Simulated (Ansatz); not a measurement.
# Na (fcc type): a single-point run

Wanted: a converged single-point run for Na (fcc type), and a check of what comes out.

Computed with Ansatz 0.2.0 (DFT, PBE, PAW with Ansatz's default frozen-core files, scalar-relativistic (as first typed), unless a step's input says otherwise).

### Step 1. The system as given

Symmetry: Fm-3m, No. 225, cubic system. Conventional cell: a = 4.333 Å, b = 4.333 Å, c = 4.333 Å, α = 90.00°, β = 90.00°, γ = 90.00°. Around Na (site symmetry m-3m) lie 12 Na at 3.06 Å.

Structure file:

```
CELL_PARAMETERS angstrom
0.00000 2.16630 2.16630
2.16630 0.00000 2.16630
2.16630 2.16630 0.00000
ATOMIC_POSITIONS crystal
Na 0.00000 0.00000 0.00000
```

### Step 2. Input and run

Input file input.yaml:

```yaml
crystal:
  lattice:
    - [0.0, 2.166304739, 2.166304739]
    - [2.166304739, 0.0, 2.166304739]
    - [2.166304739, 2.166304739, 0.0]
  atoms:
    - { symbol: Na, position: [0.0, 0.0, 0.0] }
kpoints:
  mp_grid: { grid: [14, 14, 14] }
scf:
  occupations: { method: fermi_dirac, width: 0.1 }
  max_iter: 60
hamiltonian:
  xc: pbe
  pseudopotentials: { kind: paw }
output:
  forces: true
  stress: true
  eigenvalues: true
  populations: true
basis:
  ecutrho_ratio: 1
```

Run with:

```sh
> ansatz run input.yaml --threads 1 --pin off --max-ram 2048MiB --backend cpu --events-out ev --progress --plain --runs-dir out
```

Q: Will this input give a usable result? If not, why, and what should change?

The program finished normally, with warnings (cutoff below recommended). It gives a pressure of 15 GPa, which is large; a structure far from rest gives such values too, whatever the setting.

The suspect setting: basis.ecutrho_ratio is 1. The density grid can't hold the products of the orbitals.

The test: delete basis.ecutrho_ratio (the default then holds).
